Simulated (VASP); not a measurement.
C:

```xyz
1
Lattice="1.0520 -1.9641 0.0000 1.0520 1.9641 0.0000 0.0000 0.0000 3.0671" Properties=species:S:1:pos:R:3 pbc="T T T"
C     0.0000    0.0000    0.0000
```

The cell was built by a generator and needn't be a form met in nature.

* Program: VASP 6.6.1
* Task: relaxation of cell and atoms
* Functional: PBE
* Potentials or basis: VASP PAW PBE potentials, release 64 (C)
* Cutoff: 600 eV
* k mesh: 10 × 10 × 6
* Occupations: gaussian, width 0.1 eV
* Spin: no spin polarisation

At the start: pressure -27.6 GPa; volume 12.67 Å³/atom.

Where does the relaxation end?

Over 35 steps the energy falls by 3719.2 meV/atom and the volume is 13.71 Å³/atom (+8.2 %); space group Cmmm (No. 65, to 0.05 Å).

Step by step:
```tsv
step	energy change (eV)	largest force (eV/Å)	pressure (GPa)	volume (Å³)
1	0.0000	0.0000	-27.63	12.67
2	-0.7611	0.0000	-13.83	9.00
3	-0.8426	0.0000	0.20	8.01
4	-1.2773	0.0000	21.86	7.35
5	19.7199	0.0000	1467.74	4.74
6	-1.3904	0.0000	26.55	7.24
7	-0.1542	0.0000	295.67	6.10
8	-1.6487	0.0000	51.93	7.02
9	-1.5885	0.0000	138.35	6.58
10	-1.7383	0.0000	90.09	6.79
11	-1.7541	0.0000	97.19	6.77
12	-1.7563	0.0000	103.04	6.76
13	-1.7925	0.0000	100.58	6.79
14	-1.9014	0.0000	92.78	6.90
15	-2.0943	0.0000	75.43	7.12
16	-2.3767	0.0000	46.71	7.56
17	-2.7341	0.0000	12.14	8.47
18	-2.9659	0.0000	-28.58	10.43
19	-3.2783	0.0000	-18.12	10.78
20	-3.6379	0.0000	21.55	11.67
21	-3.6546	0.0000	13.66	11.54
22	-3.6545	0.0000	16.22	11.58
23	-3.6866	0.0000	11.32	12.11
24	-3.6949	0.0000	5.71	12.83
25	-3.6962	0.0000	7.18	12.63
26	-3.7065	0.0000	-0.05	12.75
27	-3.7067	0.0000	0.83	12.73
28	-3.7076	0.0000	0.84	12.76
29	-3.7102	0.0000	0.88	12.84
30	-3.7141	0.0000	0.98	13.00
31	-3.7176	0.0000	1.25	13.32
32	-3.7177	0.0000	1.32	13.39
33	-3.7185	0.0000	-1.28	13.70
34	-3.7186	0.0000	-0.58	13.61
35	-3.7192	0.0000	-0.08	13.71
```

Final structure:
```cif
data_structure
_symmetry_space_group_name_H-M 'P 1'
_symmetry_Int_Tables_number 1
_cell_length_a 3.0707
_cell_length_b 3.0707
_cell_length_c 3.5749
_cell_angle_alpha 90.000
_cell_angle_beta 90.000
_cell_angle_gamma 156.001
_cell_volume 13.71
loop_
_atom_site_label
_atom_site_type_symbol
_atom_site_fract_x
_atom_site_fract_y
_atom_site_fract_z
_atom_site_occupancy
C1 C 0.00000 0.00000 0.00000 1
```
